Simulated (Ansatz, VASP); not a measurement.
Rb: VASP beside Ansatz

The input INCAR:

```
PREC = Accurate
ENCUT = 520
EDIFF = 1E-7
ISMEAR = 0
SIGMA = 0.1
LREAL = F
LASPH = T
NELM = 80
ALGO = Normal
ISIF = 2
LWAVE = F
LCHARG = F
GGA = PE
NBANDS = 10
```

Contents of KPOINTS:

```
regular mesh
0
Gamma
  4 4 4
```

POSCAR

```
Rb
1.0
    0.0000000000      3.6398846700      3.6398846700
    3.6398846700      0.0000000000      3.6398846700
    3.6398846700      3.6398846700      0.0000000000
Rb
1
Direct
    0.0000000000      0.0000000000      0.0000000000
```

Input for Ansatz:

```yaml
crystal:
  lattice:
    - [0.0, 3.63988467, 3.63988467]
    - [3.63988467, 0.0, 3.63988467]
    - [3.63988467, 3.63988467, 0.0]
  atoms:
    - { symbol: Rb, position: [0.0, 0.0, 0.0] }
basis:
  ecutwfc: 420
kpoints:
  mp_grid: { grid: [4, 4, 4] }
hamiltonian:
  xc: pbe
scf:
  occupations: { method: gaussian, width: 0.1 }
output:
  forces: true
  stress: true
  eigenvalues: true
```

This isn't the form of Rb at room conditions, which is bcc.

Alike in both runs: task single point; functional PBE; k mesh 4 × 4 × 4; occupations gaussian, width 0.1 eV; no spin polarisation.

```csv
,VASP,Ansatz
version,VASP 6.6.1,Ansatz 0.2.0
potentials or method,"VASP PAW PBE potentials, release 64 (Rb_sv)","scalar-relativistic, plane waves, PAW"
plane-wave cutoff (eV),520,420
valence electrons in the cell,9,9
```

```tsv
	VASP	Ansatz	Ansatz less VASP
gap on the k mesh at the Fermi level (eV)	none	none	-
pressure (GPa)	-0.1	-0.1	0.00
```

A gap of «none» marks a metal or a gap that the smearing closes.

Caveats: the k mesh is coarse (spacing up to 0.37 Å⁻¹), so the values aren't converged.
